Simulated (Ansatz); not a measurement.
# NaCl: do energies and stresses tell the same story?

All numbers below come from DFT PBE, scalar-relativistic, plane waves, PAW in Ansatz 0.2.0.

Cutoff 420 eV; k points 6×6×6 on the computed 2-atom cell (Γ-centred); Gaussian smearing, width 0.02 eV; no spin polarisation.

Relaxed cell: Pm-3m, a = 3.505 Å, b = 3.505 Å, c = 3.505 Å, α = 90.00°, β = 90.00°, γ = 90.00°, 2 atoms in the primitive cell. This CsCl-type form isn't the usual stable structure of the compound.

Energies at zero smearing and pressures from the stress tensor, at volumes with shape and atoms relaxed:
| V (Å³/atom) | E − E(first) (meV/atom) | P (GPa) |
| --- | --- | --- |
| 18.946 | 0.00 | 4.51 |
| 19.592 | -15.25 | 3.09 |
| 20.238 | -25.24 | 1.90 |
| 20.884 | -30.82 | 0.89 |
| 21.530 | -32.67 | 0.05 |
| 22.175 | -31.37 | -0.67 |
| 22.821 | -27.41 | -1.28 |
| 23.683 | -18.71 | -1.94 |

Task: Check P = −dE/dV between neighbouring volumes, and get the bulk modulus from the pressures alone.

Result: With 1 eV/Å³ = 160.2 GPa:
```json
{"middle V (Å³/atom)": "19.269", "−ΔE/ΔV (GPa)": "3.782", "mean P (GPa)": "3.802"}
{"middle V (Å³/atom)": "19.915", "−ΔE/ΔV (GPa)": "2.480", "mean P (GPa)": "2.497"}
{"middle V (Å³/atom)": "20.561", "−ΔE/ΔV (GPa)": "1.383", "mean P (GPa)": "1.397"}
{"middle V (Å³/atom)": "21.207", "−ΔE/ΔV (GPa)": "0.458", "mean P (GPa)": "0.470"}
{"middle V (Å³/atom)": "21.853", "−ΔE/ΔV (GPa)": "-0.322", "mean P (GPa)": "-0.312"}
{"middle V (Å³/atom)": "22.498", "−ΔE/ΔV (GPa)": "-0.982", "mean P (GPa)": "-0.973"}
{"middle V (Å³/atom)": "23.252", "−ΔE/ΔV (GPa)": "-1.619", "mean P (GPa)": "-1.606"}
```

The two differ by 0.02 GPa at most. The mean of two end pressures misses the average over a step by about ΔV² P″/12, up to 0.02 GPa here; with that taken off 0.00 GPa remains. Around V = 21.530 Å³/atom, the two neighbours give B = −V ΔP/ΔV = 21.530 × 1.56 / 1.292 = 26.1 GPa, against B0 = 25.7 GPa from the Birch–Murnaghan fit of the energies.